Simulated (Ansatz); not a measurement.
The system is Cu.

```
Cu
1.0
     0.00000    1.80750    1.80750
     1.80750    0.00000    1.80750
     1.80750    1.80750    0.00000
Cu
1
Direct
  0.00000 0.00000 0.00000
```

* Program: Ansatz 0.2.0
* Task: relaxation of cell and atoms
* Functional: r2SCAN
* Dispersion: rVV10
* Potentials or basis: Ansatz PAW
* Cutoff: 500 eV (not typed: the program's choice for these potentials)
* k mesh: 13 × 13 × 13
* Occupations: fermi-dirac, width 0.05 eV
* Spin: no spin polarisation

At the start: volume 11.81 Å³/atom.

Problem. How do energy, volume and symmetry change on relaxing?

Solution. It ends after 5 steps and the volume is 11.29 Å³/atom (-4.4 %); space group Fm-3m (No. 225, to 0.05 Å).

Step by step:
| step | energy change (eV) | largest force (eV/Å) | volume (Å³) |
| --- | --- | --- | --- |
| 1 | 0.0000 | 0.0000 | 11.81 |
| 2 | -0.0094 | 0.0000 | 11.53 |
| 3 | -0.0122 | 0.0000 | 11.26 |
| 4 | -0.0122 | 0.0000 | 11.29 |
| 5 | -0.0120 | 0.0000 | 11.29 |

Final structure:
```xyz
1
Lattice="0.0000 1.7803 1.7803 1.7803 0.0000 1.7803 1.7803 1.7803 0.0000" Properties=species:S:1:pos:R:3 pbc="T T T"
Cu    0.0000    0.0000    0.0000
```

Caveat: the plane-wave basis is chosen anew once the cell has moved, so the energies of steps on either side of that aren't comparable; the PAW data sets come from PBE, with cores solved anew for the run's functional, which leaves a small shift of forces and pressure.
